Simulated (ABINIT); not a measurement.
The system is SnO2 (Cassiterite).

```
Sn O
1.0
     4.73800    0.00000    0.00000
     0.00000    4.73800    0.00000
     0.00000    0.00000    3.18650
Sn O
2 4
Direct
  0.50000 0.50000 0.50000
  0.00000 0.00000 0.00000
  0.80710 0.19290 0.50000
  0.69290 0.69290 0.00000
  0.19290 0.80710 0.50000
  0.30710 0.30710 0.00000
```

Base run:

```yaml
Program: ABINIT 10.8.3 (patched build)
Functional: PBE
Potentials_or_basis: SG15 NC PBE v1.2
Cutoff: 1143 eV
k_mesh: 5 × 5 × 6
Occupations: fermi-dirac, width 0.05 eV
Spin: no spin polarisation
```

Its results: band gap on the k mesh 1.26 eV, direct; pressure 9.7 GPa; largest force 0.260 eV/Å.

Task: The run is repeated on the same cell with these changes: potentials or basis from SG15 NC PBE v1.2 to PseudoDojo NC SR PBE v0.5 standard. What comes out?

Result: Band gap on the k mesh 1.27 eV, direct; pressure 12.4 GPa; largest force 0.283 eV/Å.

Caveats: spin-orbit coupling is left out, which moves the levels of the heavy elements.
